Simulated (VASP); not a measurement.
Write the native input for VASP 6.6.1 that does the following.

| Quantity | Value |
| --- | --- |
| Task | relaxation of cell and atoms |
| Functional | PBE |
| Potentials or basis | VASP PAW PBE potentials, release 64 (Nb_sv, C) |
| Cutoff | 520 eV |
| k mesh | 4 × 4 × 4 |
| Occupations | gaussian, width 0.1 eV |
| Spin | no spin polarisation |
| Further INCAR settings | ALGO = Normal; EDIFF = 1e-07; IBRION = 2; EDIFFG = -0.002; NSW = 80; ISIF = 3 |

The structure of NbC lies in POSCAR:

```
NbC
1.0
    0.0000000000      2.2345500000      2.2345500000
    2.2345500000      0.0000000000      2.2345500000
    2.2345500000      2.2345500000      0.0000000000
Nb C
1 1
Direct
    0.0000000000      0.0000000000      0.0000000000
    0.5000000000      0.5000000000      0.5000000000
```

These files were run (other wordings do the same):

INCAR

```
PREC = Accurate
ENCUT = 520
EDIFF = 1E-7
ISMEAR = 0
SIGMA = 0.1
LREAL = False
LASPH = True
NELM = 60
ALGO = Normal
ISIF = 3
LWAVE = False
LCHARG = False
GGA = PE
IBRION = 2
NSW = 80
EDIFFG = -0.002
```

KPOINTS

```
regular mesh
0
Gamma
  4 4 4
```

Potentials or basis: VASP PAW PBE potentials, release 64 (Nb_sv, C).

Command:

```sh
$ cat potpaw_PBE.64/Nb_sv/POTCAR potpaw_PBE.64/C/POTCAR > POTCAR
$ mpirun -np 1 vasp_std > vasp.out
```

It gave:

* Relaxed volume: 11.32 Å³/atom
* Relaxed cell: a = 3.175 Å, b = 3.175 Å, c = 3.175 Å, α = 60.00°, β = 60.00°, γ = 60.00°
* Space group after relaxing (to 0.05 Å): Fm-3m (No. 225)
* Energy gained by relaxing: 2.2 meV/atom
* Ionic steps: 16
* Pressure after relaxing: 0.0 GPa
* Band gap on the k mesh: none (metal or under the smearing width)

Caveat: the k mesh is coarse (spacing up to 0.61 Å⁻¹), so the values aren't converged.

Wall time 27 s on 1 thread of Intel(R) Xeon(R) Platinum 8259CL CPU @ 2.50GHz (Skylake/Cascade Lake) (shared host), peak memory 0.14 GiB.
